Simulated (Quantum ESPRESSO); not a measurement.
## Bi in Quantum ESPRESSO: convergence with k mesh

Crystal: Bi.

```
Bi
1.0
     2.26750    1.30914    3.93800
    -2.26750    1.30914    3.93800
     0.00000   -2.61828    3.93800
Bi
2
Direct
  0.76600 0.76600 0.76600
  0.23400 0.23400 0.23400
```

```yaml
Program: Quantum ESPRESSO 7.5
Task: single point
Functional: PBEsol
Potentials_or_basis: PseudoDojo 0.4.1 SR PBEsol standard
Cutoff: 898 eV
Density_cutoff: 3592 eV
k_mesh: 1 × 1 × 1
Occupations: fermi-dirac, width 0.05 eV
Spin: no spin polarisation
```

These are the settings of the first run; the series varies k mesh, with any setting tied to it.

Hardware: 1 thread of Intel(R) Xeon(R) Platinum 8488C (Sapphire Rapids) (shared host).

Question: The values tried are 1 × 1 × 1, 2 × 2 × 2, 3 × 3 × 3, 4 × 4 × 4, 5 × 5 × 5, 6 × 6 × 6, 7 × 7 × 7, 8 × 8 × 8, 10 × 10 × 10, loosest first. From which on does the pressure stay within 0.1 GPa of the tightest run that finished?

Answer: From 6 × 6 × 6 on.

```
      k mesh  energy less the tightest run, at zero smearing (meV/atom)  pressure (GPa)  largest force (eV/Å)  SCF cycles  CPU time (s)  peak memory (GiB)
   1 × 1 × 1                                                    3454.33           26.21                 2.660           9           2.4               0.06
   2 × 2 × 2                                                     873.50            5.60                 2.549           8           5.3               0.07
   3 × 3 × 3                                                     -76.48           -0.56                 0.044           8           7.3               0.07
   4 × 4 × 4                                                     -27.14           -0.48                 0.080           8            14               0.09
   5 × 5 × 5                                                     -21.33           -0.48                 0.025           8            19               0.09
   6 × 6 × 6                                                     -10.19           -0.28                 0.066           8            34               0.11
   7 × 7 × 7                                                      -9.93           -0.34                 0.149           8            44               0.13
   8 × 8 × 8                                                      -2.83           -0.26                 0.130           8            66               0.16
10 × 10 × 10                                                       0.00           -0.24                 0.165           8           120               0.23
```

Not settled before the last step: the energy (to 1 meV/atom), the largest force (to 0.005 eV/Å). Meshes of other sizes hit other points, so gaps and Fermi surfaces needn't settle smoothly. The tightest run that finished is the yardstick and may itself not be fully converged.

Caveat, for the tightest run too: spin-orbit coupling is left out, which moves the levels of the heavy elements.
